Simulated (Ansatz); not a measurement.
Level of theory: Ansatz 0.2.0, DFT, RPBE, plane waves (420 eV) with PAW, scalar-relativistic. (PAW data from PBE, frozen cores regenerated.)

An element in the fcc structure gives this curve. The cell is scaled uniformly from the relaxed one, with fractional coordinates and shape fixed. Energies are extrapolated to zero smearing, pressures are those at the given smearing. Magnetic state: spin not included.

| V (Å³/atom) | E − E₀ (meV/atom) | P (GPa) |
| --- | --- | --- |
| 5.263 | 86.8 | 42.92 |
| 5.502 | 36.0 | 25.80 |
| 5.742 | 8.4 | 11.68 |
| 5.981 | 0.0 | 0.05 |
| 6.220 | 7.3 | -9.54 |
| 6.459 | 27.6 | -17.45 |
| 6.699 | 58.7 | -23.95 |

(1) Which element is it?
A. cobalt
B. beryllium
C. boron
D. copper

Answers

(1) C. Its fit is V₀ = 5.98 Å³/atom, B₀ = 263 GPa, B₀′ = 3.8.
